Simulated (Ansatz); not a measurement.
## W under changes of volume

One of the cells (16.731 Å³/atom); the others are scaled copies at fixed shape and fractional positions:

```
W
1.0
     0.00000    2.03000    2.03000
     2.03000    0.00000    2.03000
     2.03000    2.03000    0.00000
W
1
Direct
  0.00000 0.00000 0.00000
```

This isn't the form of W at room conditions, which is bcc.

| Item | Value |
| --- | --- |
| Program | Ansatz 0.2.0 |
| Functional | r2SCAN |
| Potentials or basis | Ansatz PAW |
| Cutoff | 500 eV (not typed: the program's choice for these potentials) |
| k mesh | 11 × 11 × 11 |
| Occupations | fermi-dirac, width 0.05 eV |
| Spin | no spin polarisation |

```tsv
volume (Å³/atom)	energy over the lowest point (meV/atom)	pressure (GPa)
15.727	11.83	9.4
16.062	0.00	2.4
16.396	?	?
16.731	16.40	-9.4
17.065	41.49	-14.3
17.400	76.25	-18.7
17.735	119.83	-22.7
```

Q: What does the run at 16.396 Å³/atom give?

A: Energy over the lowest point 2.09 meV/atom; pressure -3.9 GPa.

Worked out: A Birch-Murnaghan fit of order 3 (a polynomial in V^(-2/3)) to the other rows has its minimum at 16.18 Å³/atom with B0 = V·E''(V) = 306 GPa and B' = 4.7. It gives 2.07 meV/atom at 16.396 Å³/atom, against the run's 2.09, and -dE/dV = -4.0 GPa, against -3.9.

Energies are extrapolated to zero smearing.

Caveats: the PAW data sets come from PBE, with cores solved anew for the run's functional, which leaves a small shift of forces and pressure.
